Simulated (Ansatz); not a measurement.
Geometry optimisation in Ansatz: input, command and trajectory.

```yaml
crystal:
  lattice:
    - [3.1482151247, 0.0, 0.0]
    - [-1.5741075623, 2.7264342746, 0.0]
    - [0.0, 0.0, 5.4202707983]
  atoms:
    - { symbol: Zn, position: [0.6666666667, 0.3333333333, 0.5053265989] }
    - { symbol: Zn, position: [0.3333333333, 0.6666666667, 0.0053265989] }
    - { symbol: O, position: [0.6666666667, 0.3333333333, 0.8749834011] }
    - { symbol: O, position: [0.3333333333, 0.6666666667, 0.3749834011] }
basis:
  ecutwfc: 420
kpoints:
  mp_grid: { grid: [12, 12, 6] }
hamiltonian:
  xc: pbe
scf:
  occupations: { method: gaussian, width: 0.02 }
output:
  forces: true
  stress: true
  eigenvalues: true
  write_density: true
  write_potential: true
  elf: true
  volumetric_format: npy
relax:
  adjacent_minimum: "off"
  f_tol: 0.008
  max_steps: 40
  cell: { stress_tol: 0.015, fix: [a, b, gamma] }
```

```bash
ansatz run input.yaml --threads 1 --pin off --max-ram 2560MiB --backend cpu --events-out ev --progress --plain --runs-dir out
```

These are results of Ansatz, DFT PBE, scalar-relativistic, plane waves, PAW, not measurements.

Of 7 frames 6 are shown, positions in Å and forces in eV/Å; the SCF threshold varies from step to step. Steps run on the plane waves of an earlier cell, with a Pulay correction in the pressure. The basis is chosen afresh for the last frame, the zero of the energies, and at times for earlier ones too; energy and pressure step there, also at an unchanged geometry.

```xyz
4
Lattice="3.1482 0.0000 0.0000 -1.5741 2.7264 0.0000 0.0000 0.0000 5.4203" Properties=species:S:1:pos:R:3:forces:R:3 pbc="T T T" step=1 free_energy_over_end_meV_per_atom=4.09 pressure_GPa=8.44
Zn    1.5741    0.9088    2.7390    0.0000    0.0000    0.2719
Zn    0.0000    1.8176    0.0289    0.0000    0.0000    0.2719
O     1.5741    0.9088    4.7426    0.0000    0.0000   -0.2719
O     0.0000    1.8176    2.0325    0.0000    0.0000   -0.2719
4
Lattice="3.1482 0.0000 0.0000 -1.5741 2.7264 0.0000 0.0000 0.0000 5.4490" Properties=species:S:1:pos:R:3:forces:R:3 pbc="T T T" step=2 free_energy_over_end_meV_per_atom=2.67 pressure_GPa=7.40
Zn    1.5741    0.9088    2.7594    0.0000    0.0000    0.2303
Zn    0.0000    1.8176    0.0349    0.0000    0.0000    0.2303
O     1.5741    0.9088    4.7619    0.0000    0.0000   -0.2302
O     0.0000    1.8176    2.0374    0.0000    0.0000   -0.2302
4
Lattice="3.1482 0.0000 0.0000 -1.5741 2.7264 0.0000 0.0000 0.0000 5.4653" Properties=species:S:1:pos:R:3:forces:R:3 pbc="T T T" step=3 free_energy_over_end_meV_per_atom=1.35 pressure_GPa=6.25
Zn    1.5741    0.9088    2.7956    0.0000    0.0000   -0.1576
Zn    0.0000    1.8176    0.0630    0.0000    0.0000   -0.1576
O     1.5741    0.9088    4.7482    0.0000    0.0000    0.1576
O     0.0000    1.8176    2.0155    0.0000    0.0000    0.1576
4
Lattice="3.1482 0.0000 0.0000 -1.5741 2.7264 0.0000 0.0000 0.0000 5.4800" Properties=species:S:1:pos:R:3:forces:R:3 pbc="T T T" step=4 free_energy_over_end_meV_per_atom=0.65 pressure_GPa=5.94
Zn    1.5741    0.9088    2.7945    0.0000    0.0000    0.0028
Zn    0.0000    1.8176    0.0545    0.0000    0.0000    0.0028
O     1.5741    0.9088    4.7697    0.0000    0.0000   -0.0026
O     0.0000    1.8176    2.0297    0.0000    0.0000   -0.0026
4
Lattice="3.1482 0.0000 0.0000 -1.5741 2.7264 0.0000 0.0000 0.0000 5.4800" Properties=species:S:1:pos:R:3:forces:R:3 pbc="T T T" step=5 free_energy_over_end_meV_per_atom=0.00 pressure_GPa=6.02
Zn    1.5741    0.9088    2.7945    0.0000    0.0000    0.0021
Zn    0.0000    1.8176    0.0545    0.0000    0.0000    0.0021
O     1.5741    0.9088    4.7697    0.0000    0.0000   -0.0021
O     0.0000    1.8176    2.0297    0.0000    0.0000   -0.0021
4
Lattice="3.1482 0.0000 0.0000 -1.5741 2.7264 0.0000 0.0000 0.0000 5.4828" Properties=species:S:1:pos:R:3:forces:R:3 pbc="T T T" step=7 free_energy_over_end_meV_per_atom=0.00 pressure_GPa=5.93
Zn    1.5741    0.9088    2.7963    0.0000    0.0000    0.0000
Zn    0.0000    1.8176    0.0549    0.0000    0.0000    0.0000
O     1.5741    0.9088    4.7717    0.0000    0.0000    0.0000
O     0.0000    1.8176    2.0303    0.0000    0.0000    0.0000
```

It took 43 s on 1 thread of Intel(R) Xeon(R) Platinum 8375C CPU @ 2.90GHz (Ice Lake) (shared host), peak memory 0.46 GiB.